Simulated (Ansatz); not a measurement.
**TiC: pressure against volume**

TiC, Fm-3m, a = 4.328 Å. Ansatz: r2SCAN, PAW, 500 eV, Γ-centred 16×16×16 mesh on 2 atoms, Gaussian smearing 0.10 eV; no spin polarisation. Symmetry fixes shape and atoms, so the cell is only scaled; pressure is positive in compression.

```
V (Å³/atom) P (GPa)
      9.525        ?
      9.828     8.49
     10.132     0.00
     10.436    -7.31
     10.740   -13.61
```

Q: Take V0 = 10.132 Å³/atom, fit the third-order Birch–Murnaghan form to the other rows, and predict the missing pressure.

A: With the Eulerian strain f = ½[(V0/V)^(2/3) − 1] and y = P/[3f(1 + 2f)^(5/2)], the form is the line y = B0 + 1.5 B0 (B0′ − 4) f. Rows (f, y): 0.01026, 262.2; -0.00976, 262.3; -0.01905, 262.4. Means f = -0.006183, y = 262.30; Σ(Δf)² = 0.0004487, ΣΔfΔy = -0.002931; the slope is their ratio. y = 262.3 − 6.532 f GPa, so B0 = 262.3 GPa and B0′ = 4 + 2 × (-6.532)/(3 × 262.3) = 3.98. At V = 9.525, f = 0.02102, y = 262.16 and P = 18.32 GPa. The run gave 18.34 GPa, so the fit is 0.02 GPa too low, a small miss on the scale of the series. The form still works here, 33 % of the fitted range beyond its end.